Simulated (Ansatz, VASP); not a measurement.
One calculation of W, two programs

```
W
1.0
    -1.61338    1.61338    1.61338
     1.61338   -1.61338    1.61338
     1.61338    1.61338   -1.61338
W
1
Direct
  0.00000 0.00000 0.00000
```

Alike in both runs: task single point; functional RPBE; dispersion D4; k mesh 12 × 12 × 12; occupations fermi-dirac, width 0.05 eV; no spin polarisation.

```csv
,VASP,Ansatz
version,VASP 6.6.1,Ansatz 0.2.0
potentials or method,"VASP PAW PBE potentials, release 64 (W_sv)",Ansatz PAW
plane-wave cutoff (eV),520,420
valence electrons in the cell,14,14
```

```csv
,VASP,Ansatz,Ansatz less VASP
gap on the k mesh at the Fermi level (eV),none,none,-
pressure (GPa),-17.9,-18.3,-0.35
dispersion energy (meV/atom),-1149.5,-1149.5,-0.02
```

A gap of «none» marks a metal or a gap that the smearing closes.

Caveats: pairwise dispersion overbinds metals, which lowers pressure and volume; so large a pressure means that the cell lies far from this level's equilibrium, or that cutoff or potentials fall short (VASP); the potentials were made for another functional, which shifts forces and pressure (VASP); the PAW data sets come from PBE, with cores solved anew for the run's functional, which leaves a small shift of forces and pressure (Ansatz). The runs have no spin-orbit coupling, so splittings on W are missing.
